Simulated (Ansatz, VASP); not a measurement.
# One calculation of InP, two programs

The input POSCAR:

```
InP
1.0
    0.0000000000      2.8932750922      2.8932750922
    2.8932750922      0.0000000000      2.8932750922
    2.8932750922      2.8932750922      0.0000000000
In P
1 1
Direct
    0.0000000000      0.0000000000      0.0000000000
    0.2500000000      0.2500000000      0.2500000000
```

The input INCAR.step1:

```
SYSTEM = InP
PREC = Accurate ; ENCUT = 520
ISMEAR = 0 ; SIGMA = 0.02
LREAL = .FALSE. ; LASPH = .TRUE.
NELM = 100 ; NBANDS = 16
GGA = PE ; ALGO = Normal
EDIFF = 1E-4 ; LWAVE = .TRUE.
LCHARG = .FALSE.
```

Contents of INCAR.step2:

```
SYSTEM = InP
PREC = Accurate ; ENCUT = 520
EDIFF = 1E-6 ; ISMEAR = 0
SIGMA = 0.02 ; LREAL = .FALSE.
LASPH = .TRUE. ; NELM = 100
ALGO = Normal ; ISIF = 2
LWAVE = .FALSE. ; LCHARG = .FALSE.
METAGGA = R2SCAN ; LMIXTAU = .TRUE.
NBANDS = 16 ; ISTART = 1
```

KPOINTS

```
Automatic mesh
0
G
  8 8 8
  0 0 0
```

Input for Ansatz:

```yaml
crystal:
  lattice:
    - [0.0, 2.8932750922, 2.8932750922]
    - [2.8932750922, 0.0, 2.8932750922]
    - [2.8932750922, 2.8932750922, 0.0]
  atoms:
    - { symbol: In, position: [0.0, 0.0, 0.0] }
    - { symbol: P, position: [0.25, 0.25, 0.25] }
basis:
  ecutwfc: 500
kpoints:
  mp_grid: { grid: [8, 8, 8] }
hamiltonian:
  xc: r2scan
scf:
  occupations: { method: gaussian, width: 0.02 }
output:
  forces: true
  stress: true
  eigenvalues: true
```

Alike in both runs: task single point; functional r2SCAN; k mesh 8 × 8 × 8; occupations gaussian, width 0.02 eV; no spin polarisation.

|  | VASP | Ansatz |
| --- | --- | --- |
| version | VASP 6.6.1 | Ansatz 0.2.0 |
| potentials or method | VASP PAW PBE potentials, release 64 (In_d, P) | scalar-relativistic, plane waves, PAW |
| plane-wave cutoff (eV) | 520 | 500 |
| valence electrons in the cell | 18 | 18 |

VASP gave:

| Quantity | Value |
| --- | --- |
| gap on the k mesh at the Fermi level (eV) | 1.39 |
| least direct gap on the mesh (eV) | 1.39 |
| pressure (GPa) | 4.7 |

**Question.** Which values does Ansatz return?

**Answer.** gap on the k mesh at the Fermi level (eV): 1.39; least direct gap on the mesh (eV): 1.39; pressure (GPa): 4.9.

Caveats: the PAW data sets were made with another functional, which shifts forces and pressure a little (VASP); spin-orbit coupling is left out, which moves the levels of the heavy elements. r2SCAN opens gaps a little over a GGA but as a rule still falls short of measured ones.
